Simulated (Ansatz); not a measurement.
# Sc: all-electron results

```yaml
crystal:
  lattice:
    - [-3.08801, 3.08801, 2.70624]
    - [3.08801, -3.08801, 2.70624]
    - [3.08801, 3.08801, -2.70624]
  atoms:
    - { symbol: Sc, position: [0.16373, 0.33627, 0.50000] }
    - { symbol: Sc, position: [0.66373, 0.16373, 0.82746] }
    - { symbol: Sc, position: [0.33627, 0.83627, 0.17254] }
    - { symbol: Sc, position: [0.83627, 0.66373, 0.50000] }
```

Atoms are numbered in the order listed.

Structure from Materials Project entry mp-567308 (possibly hypothetical), not relaxed further.

Level of theory: DFT, LDA, all-electron LAPW, scalar-relativistic in Ansatz 0.2.0.

Numerical set-up: a Γ-centred 8×8×8 k mesh, Fermi–Dirac smearing of 0.08 eV, basis error target 0.5 meV/atom, no spin polarisation.

```yaml
Density_of_states_at_the_Fermi_level_0.2_eV_bin: 5.34 states/eV per cell
Pressure_at_this_cell: -4.16 GPa
Stress_xx_yy_zz_compression_positive: -4.01, -4.01, -4.47 GPa
Volume_per_atom: 25.81 Å³
```

(1) Band gap: what does the calculation give?

(2) Give the computed value. Largest force.

## Answers

(1) none: bands cross the Fermi level, a metal.

(2) 0.00079 Ha/bohr on Sc1.
